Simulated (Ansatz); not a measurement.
# Co: the cost of one run

Computed with Ansatz 0.2.0 (DFT PBEsol, scalar-relativistic, plane waves, PAW, unless a step's input says otherwise).

### Step 1. Starting point

The structure is orthorhombic, space group Cmce (No. 64). Conventional cell: a = 2.785 Å, b = 8.835 Å, c = 3.686 Å, α = 90.00°, β = 90.00°, γ = 90.00°. Co (site symmetry m) is surrounded by 3 Co at 1.82 to 1.85 Å.

Coordinates:

```
Co
1.0
     1.39264   -4.41775    0.00000
     1.39264    4.41775    0.00000
     0.00000    0.00000    3.68566
Co
4
Cartesian
  1.3926 3.5519 3.3540
  1.3926 -0.8659 2.1745
  1.3926 -3.5519 0.3317
  1.3926 0.8659 1.5111
```

(A quick probe on a coarse mesh, which set the mesh and smearing, is not shown.)

### Step 3. A loose first relaxation

input.yaml reads:

```yaml
crystal:
  lattice:
    - [1.3926417893, -4.4177458573, 0.0]
    - [1.3926417893, 4.4177458573, 0.0]
    - [0.0, 0.0, 3.6856622581]
  atoms:
    - { symbol: Co, position: [0.098, 0.902, 0.91], spin: 0.86 }
    - { symbol: Co, position: [0.598, 0.402, 0.59], spin: 0.86 }
    - { symbol: Co, position: [0.902, 0.098, 0.09], spin: 0.86 }
    - { symbol: Co, position: [0.402, 0.598, 0.41], spin: 0.86 }
basis:
  ecutwfc: 420
kpoints:
  mp_grid: { grid: [6, 6, 6] }
hamiltonian:
  xc: pbesol
scf:
  occupations: { method: gaussian, width: 0.1 }
  lower_state_search: "off"
output:
  forces: true
  stress: true
  eigenvalues: true
  populations: true
magnetization:
  spin_polarized: true
relax:
  adjacent_minimum: "off"
  f_tol: 0.04
  max_steps: 70
  cell: { stress_tol: 0.4 }
```

**Question.** How long does this run take on 1 thread of an x86-64 CPU, shared host, and how much memory does it need?

About 2.1 min, with a peak of 0.48 GiB.
